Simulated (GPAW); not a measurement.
Input of a GPAW 26.7.0 run:

Contents of run.py:

```python
from ase.filters import FrechetCellFilter
from ase.io import read, write
from ase.optimize import BFGS
from gpaw import GPAW, PW, setup_paths

setup_paths.insert(0, '.')

atoms = read('ZrN.xyz')

calc = GPAW(mode=PW(800),
            xc='PBEsol',
            kpts={'size': (10, 10, 10), 'gamma': True},
            occupations={'name': 'fermi-dirac', 'width': 0.05},
            nbands=19,
            convergence={'density': 1e-05, 'forces': 0.0001},
            maxiter=150,
            txt='gpaw.txt')
atoms.calc = calc
opt = BFGS(FrechetCellFilter(atoms), trajectory='relax.traj', logfile='-')
done = opt.run(fmax=0.02, steps=60)
calc.write('gs.gpw')
write('result.traj', atoms)
print('Converged:', done)
print('Cell:', atoms.cell.cellpar().round(4))
print('Volume:', round(atoms.get_volume(), 4))
print(atoms.get_scaled_positions().round(5))
```

File ZrN.xyz:

```xyz
2
Lattice="0.0000000000 2.3000000000 2.3000000000 2.3000000000 0.0000000000 2.3000000000 2.3000000000 2.3000000000 0.0000000000" Properties=species:S:1:pos:R:3 pbc="T T T"
Zr     2.3000000000      2.3000000000      2.3000000000
N      0.0000000000      0.0000000000      0.0000000000
```

Potentials or basis: PAW data sets generated in the run's folder for this functional, pw.

The run is started by

```console
$ gpaw-setup -f PBEsol N Zr
$ OMP_NUM_THREADS=1 python run.py
```

**Question.** What does it give for the band gap on the k mesh?

**Answer.** None (metal or under the smearing width).

**Question.** Predict the relaxed cell.

**Answer.** a = 3.211 Å, b = 3.211 Å, c = 3.211 Å, α = 60.00°, β = 60.00°, γ = 60.00°.

**Question.** Estimate the relaxed volume.

**Answer.** 11.70 Å³/atom.

**Question.** What does it give for the space group after relaxing (to 0.05 Å)?

**Answer.** Fm-3m (No. 225).

Final structure:
```
Zr N
1.0
     0.00000    2.27043    2.27043
     2.27043    0.00000    2.27043
     2.27043    2.27043    0.00000
Zr N
1 1
Direct
  0.50000 0.50000 0.50000
  0.00000 0.00000 0.00000
```

Caveat: later steps reuse the first step's grids.
